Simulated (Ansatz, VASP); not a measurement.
**Two plane-wave programs on W**

Contents of INCAR:

```
SYSTEM = W
PREC = Accurate ; ENCUT = 520
EDIFF = 1E-7 ; ISMEAR = -1
SIGMA = 0.1 ; LREAL = .FALSE.
LASPH = .TRUE. ; NELM = 60
ALGO = Normal ; ISIF = 2
LWAVE = .FALSE. ; LCHARG = .FALSE.
GGA = PE ; NBANDS = 21
```

The input KPOINTS:

```
Automatic mesh
0
G
  11 11 11
  0 0 0
```

POSCAR

```
W
1.0
    0.0000000000      2.8766477935      2.8766477935
    2.8766477935      0.0000000000      2.8766477935
    2.8766477935      2.8766477935      0.0000000000
W
2
Direct
    0.1250000000      0.1250000000      0.1250000000
    0.8750000000      0.8750000000      0.8750000000
```

Input for Ansatz:

```yaml
crystal:
  lattice:
    - [0.0, 2.8766477935, 2.8766477935]
    - [2.8766477935, 0.0, 2.8766477935]
    - [2.8766477935, 2.8766477935, 0.0]
  atoms:
    - { symbol: W, position: [0.125, 0.125, 0.125] }
    - { symbol: W, position: [0.875, 0.875, 0.875] }
hamiltonian:
  xc: pbe
  pseudopotentials:
    kind: paw
    azcp:
      W: "pseudopotentials/W.paw.azcp"
basis:
  ecutwfc: 420
  fft_grid_basis: typed
kpoints:
  mp_grid: { grid: [11, 11, 11], shift: [0, 0, 0] }
magnetization:
  spin_polarized: false
scf:
  occupations: { method: fermi_dirac, width: 0.1 }
  lower_state_search: "off"
output:
  stress: true
```

Alike in both runs: task single point; functional PBE; k mesh 11 × 11 × 11; occupations fermi-dirac, width 0.1 eV; no spin polarisation.

```csv
,VASP,Ansatz
version,VASP 6.6.1,Ansatz 0.2.0
potentials or method,"VASP PAW PBE potentials, release 64 (W_sv)","plane waves (420 eV) with PAW, scalar-relativistic"
plane-wave cutoff (eV),520,420
valence electrons in the cell,28,28
```

Ansatz gave:

```
pressure (GPa) : 5.3
```

**Question.** Which values does VASP return?

**Answer.** Pressure (GPa): 5.9.

The runs have no spin-orbit coupling, so splittings on W are missing.
